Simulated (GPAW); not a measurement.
Runs of GPAW 26.7.0 on Ni. The structure is cubic, space group Fm-3m (No. 225). The conventional cell has a = 3.475 Å, b = 3.475 Å, c = 3.475 Å, α = 90.00°, β = 90.00°, γ = 90.00°. Ni (site symmetry m-3m) is surrounded by 12 Ni at 2.46 Å. 

| task | level | potentials or basis | cell | smearing | eigensolver | optimizer | fmax | max steps | convergence | gap on the mesh (eV) | pressure (GPa) | moment (μB) |
| --- | --- | --- | --- | --- | --- | --- | --- | --- | --- | --- | --- | --- |
| relaxation of cell and atoms | BLYP+D3(BJ) | PAW data sets generated in the run's folder for this functional, pw | relaxed | fermi-dirac 0.05 eV | davidson | LBFGS | 0.02 eV/Å | 60 | density=1e-05 forces=0.0001 | none | 0.0 | (a) |
| single point | RPBE | the program's PAW data sets (release 1.2.1) made for this functional, pw | as given | gaussian 0.05 eV | - | - | - | - | - | none | 17.0 | 0.64 |
| single point | PBE | GPAW PAW data sets (gpaw-data 1.2.1), pw | as given | gaussian 0.028 eV | - | - | - | - | - | none | 10.5 | 0.64 |
| single point | PBE | GPAW PAW data sets (gpaw-data 1.2.1), pw | as given | gaussian 0.018 eV | - | - | - | - | - | none | 10.5 | 0.64 |
| single point | PBE | GPAW PAW data sets (gpaw-data 1.2.1), pw | as given | gaussian 0.025 eV | - | - | - | - | - | none | 10.5 | 0.64 |

Alike in all rows: spin collinear, ferromagnetic start; k mesh 13 × 13 × 13; cutoff (eV) 600.

Fill in the values left out.

(a) 0.62.

Caveats: the stock nickel data set gives pressures a few GPa off other programs; each step starts from the last one's moments, so a moment once lost doesn't come back (some runs); later steps reuse the first step's grids (some runs); pairwise dispersion overbinds metals, which lowers pressure and volume (some runs); so large a pressure means that the cell lies far from this level's equilibrium, or that cutoff or potentials fall short (some runs).

A gap of «none» marks a metal or a gap under the smearing width.
